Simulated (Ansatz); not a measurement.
# Al₃Cu: energy over two strains

How does the energy of Al₃Cu (Pm-3m, No. 221; 4 atoms in the cell) change over two coordinates at once? A grid of runs gives the map.

Computed with Ansatz 0.2.0 (DFT LDA, scalar-relativistic, plane waves, PAW, unless a step's input says otherwise).

1 further run of the same task is left out (set aside as unsound or not needed).

### 1 The starting structure

The structure is cubic, space group Pm-3m (No. 221). Conventional cell: a = 3.855 Å, b = 3.855 Å, c = 3.855 Å, α = 90.00°, β = 90.00°, γ = 90.00°. Al (site symmetry 4/mmm) is surrounded by 8 Al at 2.73 Å and 4 Cu at 2.73 Å. Around Cu (site symmetry m-3m) lie 12 Al at 2.73 Å.

Structure file:

```
CELL_PARAMETERS angstrom
3.85488 0.00000 0.00000
0.00000 3.85488 0.00000
0.00000 0.00000 3.85488
ATOMIC_POSITIONS crystal
Al 0.00000 0.50000 0.50000
Al 0.50000 0.00000 0.50000
Al 0.50000 0.50000 0.00000
Cu 0.00000 0.00000 0.00000
```

It goes back to an entry of the Materials Project, which need not be the stable form.

It is the result of an earlier relaxation at this level (volume 14.32 Å³/atom; gap on the mesh: none (metal)).

### 2 Reference cell

The input, input.yaml:

```yaml
crystal:
  lattice:
    - [3.8548798307, 0.0, 0.0]
    - [0.0, 3.8548798307, 0.0]
    - [0.0, 0.0, 3.8548798307]
  atoms:
    - { symbol: Al, position: [0.0, 0.5, 0.5] }
    - { symbol: Al, position: [0.5, 0.0, 0.5] }
    - { symbol: Al, position: [0.5, 0.5, 0.0] }
    - { symbol: Cu, position: [0.0, 0.0, 0.0] }
basis:
  ecutwfc: 520.0
kpoints:
  mp_grid: { grid: [10, 10, 10] }
hamiltonian:
  xc: lda
  pseudopotentials: { kind: paw, azcp: { folder: soft_1 } }
scf:
  occupations: { method: gaussian, width: 0.15 }
output:
  forces: true
  stress: true
  eigenvalues: true
  write_density: true
  write_potential: true
  elf: true
  volumetric_format: npy
```

Run with:

```sh
ansatz run input.yaml --threads 2 --pin off --max-ram 4096MiB --backend cpu --events-out ev --progress --plain --runs-dir out
```

The program printed (excerpt; [...] marks lines left out):

```text
Warning: <dir> the record states the generating functional pbe (its physics header spells it `PBE`), which answers neither for hamiltonian.xc's functional nor for the lda family's — results may be inconsistent (PPs are generated against a specific XC)
[...]
Warning: RAYON_NUM_THREADS=2 ignored (pool sized by the plan → 2); use --threads N
[...]
Pseudopotentials: kind: paw
Pseudopotential: Al, paw, valence charge 3, recommended cutoff 420 eV (normal), <dir>
Pseudopotential: Cu, paw, valence charge 19, recommended cutoff 420 eV (normal), <dir>
Functional definition: SPW92
[...]
Crystal: 4 atoms, lattice volume = 57.284 Å³
Basis set: ecut = 520 eV, 1551 PW (Γ)
Bands: 18, of which v1, the nominal top of the filled ones, is band 14 counted from 1 (13 counted from 0)
Symmetry: 48 space group operations
Space group: Pm-3m (ITA 221), of the structure as read, at distance tolerance 3.9e-5 Å
k-points: 56 of 1000
[...]
SCF iter   1: F=—  HF=-8099.736281 eV  |F-HF|=—  |Δ(HF+E_count)|=         —  Δρ=4.20e-1  dr2=7.76e1  ethr=3.10e-3  ⟨swp⟩=5.9  Hψ=5180  notcnv=0
[...]
SCF iter  10: F=-8094.483704 eV  HF=-8094.483704 eV  |F-HF|=4.81e-8  |Δ(HF+E_count)|=   7.13e-7  Δρ=1.09e-5  dr2=4.90e-8  ethr=3.57e-10  ⟨swp⟩=6.9  Hψ=6610  notcnv=0
[...]
SCF converged after 10 iterations
Free energy (F): -8094.483704 eV
[...]
E sigma→0 (E₀):  -8094.478078 eV
Entropy (-TS):   -0.011252 eV (-2.813 meV/atom)
Fermi energy:    10.337609 eV
[...]
--- Forces (eV/Å), atoms counted from 1 ---
  atom   1  Al     0.00000000     0.00000000    -0.00000000
  atom   2  Al     0.00000000    -0.00000000    -0.00000000
  atom   3  Al     0.00000000     0.00000000     0.00000000
  atom   4  Cu    -0.00000000     0.00000000    -0.00000000
[...]
--- Stress (GPa, compression-positive) ---
        0.016599       0.000000       0.000000
       -0.000000       0.016599       0.000000
        0.000000       0.000000       0.016599
  P = ⅓ Tr σ = 0.0166 GPa (0.166 kbar)
--- Band table (eV; the first three rows and the last of 56) ---
  k-point 0: bands = ["-102.3348", "-60.1444", "-60.1444", "-60.1444", "-1.1460", "5.8247", "5.8247", "6.5745", "6.5745", "6.5745", "7.8498", "7.8498", "7.8498", "9.6683", "10.8904", "10.8904", "16.9100", "16.9100"]
[...]
```

Wall time 6.5 s (2 threads of Arm Neoverse N1, shared host); peak memory 0.36 GiB.

Density in a lattice plane of the grid's cell (edges 3.85 and 3.85 Å, at 0.000 of the third edge), which holds Al and Cu.

Ten even steps from '0' (0.05 e/Å³) to '9' (79.44 e/Å³):
```
642100000000000000000124
210000000000000000000001
000000000000000000000000
000000000000000000000000
000000000000000000000000
000000000000000000000000
000000000000000000000000
000000000000000000000000
000000000000000000000000
000000000000000000000000
000000000000000000000000
000000000000000000000000
000000000000000000000000
000000000000000000000000
000000000000000000000000
000000000000000000000000
000000000000000000000000
210000000000000000000001
642100000000000000000124
973100000000000000000137
```
Columns run along the first of these edges and rows up along the second, over one cell in 24 and 20 even steps from the bottom left corner. Atoms in the plane (fractional): Al at (0.50, 0.50), Cu at (0.00, 0.00).

ELF in the same plane.

Ten even steps from ' ' (0.00) to '@' (0.89):
```
%%**--::....::::::::::::::::::::::::::....::--**
--::::......::::------::::::------::::......::::
..........::::----==----------==----::::........
......::::::--====++==========++====--::::::....
..::::::::--==++++++++++==++++++++++==--::::::::
::::::----==++****++==------==++****++==----::::
::::----==++****++==::......::==++****++==----::
::::----==++++++--::          ::--++++++==----::
::::::--====++==::    ..::..    ::==++====--::::
::::::--======--..    ==@@==    ..--======--::::
::::::--====++==::    ..::..    ::==++====--::::
::::----==++++++--::          ::--++++++==----::
::::----==++****++==::......::==++****++==----::
::::::----==++****++==------==++****++==----::::
..::::::::--==++++++++++==++++++++++==--::::::::
......::::::--====++==========++====--::::::....
..........::::----==----------==----::::........
--::::......::::------::::::------::::......::::
%%**--::....::::::::::::::::::::::::::....::--**
@@%%++::......::::::::::::::::::::::......::++%%
```
Columns run along the first of these edges and rows up along the second, over one cell in 24 and 20 even steps from the bottom left corner. Atoms in the plane (fractional): Al at (0.50, 0.50), Cu at (0.00, 0.00).

Both are smooth fields of the valence electrons: close to the nuclei they are not physical.

Maxima of ELF outside the ion cores: 0.66 beside Al, off the lines to its neighbours, 1.1 Å from Al.

### 3 Setting up the map

The energy is mapped over two homogeneous strains (x along [1 0 0], y along [0 1 0], z along [0 0 1] of the conventional cell).

First coordinate, strain +e along x and -e along y: 7 values from −11.0 %. Second coordinate, strain +e along z and -e/2 along x and y: 7 values from −7.00 %.

Nothing else is relaxed (symmetry fixes all fractional coordinates). Energies count from the relaxed crystal. Points are written as (first, second).

Below, 7 of the grid's runs; all are launched alike.

### 4 The run at (−11.0 %, −7.00 %)

Changes to input.yaml since step 2:

```diff
@@ -2,5 +2,5 @@
   lattice:
-    - [3.8548798307, 0.0, 0.0]
-    - [0.0, 3.8548798307, 0.0]
-    - [0.0, 0.0, 3.8548798307]
+    - [3.5657638434, 0.0, 0.0]
+    - [0.0, 4.4138374062, 0.0]
+    - [0.0, 0.0, 3.5850382426]
   atoms:
@@ -23,5 +23 @@
   eigenvalues: true
-  write_density: true
-  write_potential: true
-  elf: true
-  volumetric_format: npy
```

Run with:

```sh
ansatz run input.yaml --threads 2 --pin off --max-ram 4096MiB --backend cpu --events-out ev --progress --plain --runs-dir out
```

The program printed (excerpt; [...] marks lines left out):

```text
Warning: <dir> the record states the generating functional pbe (its physics header spells it `PBE`), which answers neither for hamiltonian.xc's functional nor for the lda family's — results may be inconsistent (PPs are generated against a specific XC)
[...]
Warning: RAYON_NUM_THREADS=2 ignored (pool sized by the plan → 2); use --threads N
[...]
[... 4 set-up lines as earlier in the session ...]
[...]
Crystal: 4 atoms, lattice volume = 56.424 Å³
Basis set: ecut = 520 eV, 1537 PW (Γ)
Bands: 18, of which v1, the nominal top of the filled ones, is band 14 counted from 1 (13 counted from 0)
Symmetry: 8 space group operations
Space group: Pmmm (ITA 47), of the structure as read, at distance tolerance 3.8e-5 Å
k-points: 216 of 1000
[...]
SCF iter   1: F=—  HF=-8099.300899 eV  |F-HF|=—  |Δ(HF+E_count)|=         —  Δρ=4.17e-1  dr2=7.66e1  ethr=3.10e-3  ⟨swp⟩=5.8  Hψ=19963  notcnv=0
[...]
SCF iter  11: F=-8093.918513 eV  HF=-8093.918513 eV  |F-HF|=3.11e-9  |Δ(HF+E_count)|=   8.20e-8  Δρ=2.46e-6  dr2=2.96e-9  ethr=3.57e-10  ⟨swp⟩=5.0  Hψ=14626  notcnv=0
[...]
SCF converged after 11 iterations
Free energy (F): -8093.918513 eV
[...]
E sigma→0 (E₀):  -8093.908802 eV
Entropy (-TS):   -0.019422 eV (-4.855 meV/atom)
Fermi energy:    10.460402 eV
[...]
--- Forces (eV/Å), atoms counted from 1 ---
  atom   1  Al     0.00000000     0.00000000     0.00000000
  atom   2  Al     0.00000000     0.00000000     0.00000000
  atom   3  Al     0.00000000     0.00000000     0.00000000
  atom   4  Cu     0.00000000     0.00000000     0.00000000
[...]
--- Stress (GPa, compression-positive) ---
       12.730998       0.000000       0.000000
        0.000000      -9.478448       0.000000
        0.000000       0.000000      12.828638
  P = ⅓ Tr σ = 5.3604 GPa (53.604 kbar)
--- Band table (eV; the first three rows and the last of 216) ---
  k-point 0: bands = ["-102.2382", "-60.0788", "-60.0776", "-59.9897", "-1.0618", "5.2912", "6.0542", "6.1629", "6.5965", "6.7264", "6.7317", "8.3990", "9.2210", "9.3322", "11.5384", "12.6779", "15.9778", "16.0881"]
[...]
```

Run time: 19 s. Hardware: 2 threads of Arm Neoverse N1, shared host; peak memory 0.49 GiB.

On the map this point reads 141 meV/atom.

### 5 The run at (−11.0 %, 2.33 %)

Changes to input.yaml since step 4:

```diff
@@ -2,5 +2,5 @@
   lattice:
-    - [3.5657638434, 0.0, 0.0]
-    - [0.0, 4.4138374062, 0.0]
-    - [0.0, 0.0, 3.5850382426]
+    - [3.3859336993, 0.0, 0.0]
+    - [0.0, 4.234007262, 0.0]
+    - [0.0, 0.0, 3.9446985308]
   atoms:
```

Run with:

```sh
ansatz run input.yaml --threads 2 --pin off --max-ram 4096MiB --backend cpu --events-out ev --progress --plain --runs-dir out
```

The program printed (excerpt; [...] marks lines left out):

```text
Warning: <dir> the record states the generating functional pbe (its physics header spells it `PBE`), which answers neither for hamiltonian.xc's functional nor for the lda family's — results may be inconsistent (PPs are generated against a specific XC)
[...]
Warning: RAYON_NUM_THREADS=2 ignored (pool sized by the plan → 2); use --threads N
[...]
[... 4 set-up lines as earlier in the session ...]
[...]
Crystal: 4 atoms, lattice volume = 56.551 Å³
Basis set: ecut = 520 eV, 1537 PW (Γ)
Bands: 18, of which v1, the nominal top of the filled ones, is band 14 counted from 1 (13 counted from 0)
[... 2 set-up lines as earlier in the session ...]
k-points: 216 of 1000
[...]
SCF iter   1: F=—  HF=-8099.483449 eV  |F-HF|=—  |Δ(HF+E_count)|=         —  Δρ=4.19e-1  dr2=7.71e1  ethr=3.10e-3  ⟨swp⟩=5.9  Hψ=20178  notcnv=0
[...]
SCF iter  11: F=-8094.109898 eV  HF=-8094.109898 eV  |F-HF|=5.78e-10  |Δ(HF+E_count)|=   3.55e-8  Δρ=1.16e-6  dr2=8.61e-10  ethr=3.57e-10  ⟨swp⟩=5.0  Hψ=13761  notcnv=0
[...]
SCF converged after 11 iterations
Free energy (F): -8094.109898 eV
[...]
E sigma→0 (E₀):  -8094.101021 eV
Entropy (-TS):   -0.017755 eV (-4.439 meV/atom)
Fermi energy:    10.500013 eV
[...]
--- Forces (eV/Å), atoms counted from 1 ---
  atom   1  Al    -0.00000000     0.00000000     0.00000000
  atom   2  Al     0.00000000     0.00000000     0.00000000
  atom   3  Al     0.00000000     0.00000000     0.00000000
  atom   4  Cu     0.00000000     0.00000000     0.00000000
[...]
--- Stress (GPa, compression-positive) ---
        7.877124       0.000000       0.000000
        0.000000      -3.843513       0.000000
        0.000000       0.000000       3.644248
  P = ⅓ Tr σ = 2.5593 GPa (25.593 kbar)
--- Band table (eV; the first three rows and the last of 216) ---
  k-point 0: bands = ["-102.2018", "-60.0339", "-60.0158", "-59.9863", "-1.0760", "5.5187", "6.0575", "6.5976", "6.6823", "6.7133", "6.7869", "7.5323", "8.7946", "10.2043", "10.4940", "13.3178", "15.0885", "15.6106"]
[...]
```

Run time: 18 s. Hardware: 2 threads of Arm Neoverse N1, shared host; peak memory 0.49 GiB.

On the map this point reads 93 meV/atom.

[end of part 1 of 2]
